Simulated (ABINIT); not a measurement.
Runs of ABINIT 10.8.3 (patched build) on PbSe (Clausthalite). Symmetry: Fm-3m, No. 225, cubic system. The conventional cell has a = 6.121 Å, b = 6.121 Å, c = 6.121 Å, α = 90.00°, β = 90.00°, γ = 90.00°. Around Pb (site symmetry m-3m) lie 6 Se at 3.06 Å. Around Se (site symmetry m-3m) lie 6 Pb at 3.06 Å. 

```csv
task,level,potentials or basis,k mesh,cutoff (eV),fine-grid cutoff,mesh quality,gap on the mesh (eV),V0 of scaled cells (Å³/atom),B0 (GPa)
band structure,PW91,JTH PAW PBE v2.0,8 × 8 × 8,463,925.187 eV,not flagged,(a),-,-
equation of state,WC,JTH PAW PBE v2.0,8 × 8 × 8,463,925.187 eV,not flagged,-,28.44,54
equation of state,revPBE+D3,JTH PAW PBE v2.0,8 × 8 × 8,463,925.187 eV,not flagged,-,(b),42
band structure,HCTH407,JTH PAW PBE v2.0,8 × 8 × 8,463,925.187 eV,not flagged,0.64,-,-
band structure,LDA-Teter,JTH PAW LDA v2.0 sp,8 × 8 × 8,408,816.342 eV,not flagged,0.20,-,-
```

Alike in all rows: no spin polarisation; cell as given; smearing fermi-dirac 0.05 eV.

Task: Estimate the missing entries.

Result: (a) 0.29; (b) 29.90.

Caveats: the PAW data sets were made with another functional, which shifts forces and pressure a little (some runs); spin-orbit coupling is left out, which as a rule narrows the gap of such compounds by several tenths of an eV (some runs); pressures at fixed basis lie under the slope of the energies (some runs); this set keeps more shells in the core, which shifts pressures and gaps (some runs).

A k mesh can miss the band edges, and the runs leave out spin-orbit coupling on Pb, Se.

The runs don't all hold the same shells in valence.
